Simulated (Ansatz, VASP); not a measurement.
## One calculation of TiTe2, two programs

```
Ti Te
1.0
     3.02557    0.00000    0.00000
     0.00000    3.02557    0.00000
     0.00000    0.00000    9.30163
Ti Te
1 2
Direct
  0.00000 0.00000 0.00000
  0.00000 0.00000 0.29431
  0.00000 0.00000 0.70569
```

The cell was built by a generator and needn't be a form met in nature.

Alike in both runs: task relaxation of cell and atoms; functional PBEsol; dispersion D3(BJ); k mesh 9 × 9 × 3; occupations fermi-dirac, width 0.05 eV; no spin polarisation.

```csv
,VASP,Ansatz
version,VASP 6.6.1,Ansatz 0.2.0
potentials or method,"VASP PAW PBE potentials, release 64 (Ti_sv, Te)",Ansatz PAW
plane-wave cutoff (eV),600,420
valence electrons in the cell,24,44
```

|  | VASP | Ansatz | Ansatz less VASP |
| --- | --- | --- | --- |
| gap on the k mesh at the Fermi level, each at its own relaxed structure (eV) | none | none | - |
| relaxed volume (Å³/atom) | 26.99 | 26.99 | -0.008 |
| relaxed cell length with the largest relative difference (Å) | 9.077 | 9.074 | -0.0035 |
| energy change over the relaxation (meV/atom) | -10 | -10 | -0.3 |

A gap of «none» marks a metal or a gap that the smearing closes. The two sets of potentials don't hold the same shells in valence.

Caveats: the PAW data sets were made with another functional, which shifts forces and pressure a little (VASP); the plane-wave basis is chosen anew once the cell has moved, so the energies of steps on either side of that aren't comparable (Ansatz); the PAW data sets come from PBE, with cores solved anew for the run's functional, which leaves a small shift of forces and pressure (Ansatz). Spin-orbit coupling is left out, which matters for the levels of Te.
